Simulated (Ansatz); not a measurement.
# CuO in Ansatz: the effect of target pressure

Crystal: CuO.

```
Cu O
1.0
     2.55255    0.00000    0.00000
     0.00000    2.55255    0.00000
     0.00000    0.00000    2.55255
Cu O
1 1
Cartesian
  0.0000 0.0000 0.0000
  1.2763 1.2763 1.2763
```

Measurements of this composition are mostly on another form, of space group No. 15.

Alike in all runs:

| Item | Value |
| --- | --- |
| Program | Ansatz 0.2.0 |
| Task | relaxation of cell and atoms |
| Functional | PBE |
| Potentials or basis | Ansatz PAW |
| Cutoff | 420 eV (not typed: the program's choice for these potentials) |
| k mesh | 10 × 10 × 10 |
| Occupations | fermi-dirac, width 0.05 eV |
| Spin | no spin polarisation |

Each run relaxes the cell or the atoms first.

```tsv
target pressure	relaxed volume (Å³/atom)
0 GPa	9.15
2 GPa	?
5 GPa	8.91
10 GPa	8.70
20 GPa	8.34
30 GPa	8.05
```

Question: What does the run with target pressure 2 GPa give?

Answer: Relaxed volume 9.05 Å³/atom.

Worked out: In Murnaghan's law V^(-B') rises as a straight line in P. The other rows fit best with B' = 4.1, V0 = 9.15 Å³/atom and B0 = 178 GPa, which gives 9.05 Å³/atom at 2 GPa, against the run's 9.05.

Caveats: the plane-wave basis is chosen anew once the cell has moved, so the energies of steps on either side of that aren't comparable; an odd number of electrons without spin polarisation forces a metal; a magnetic or distorted state may lie lower; the run has no spin polarisation, though such a crystal can be magnetic.
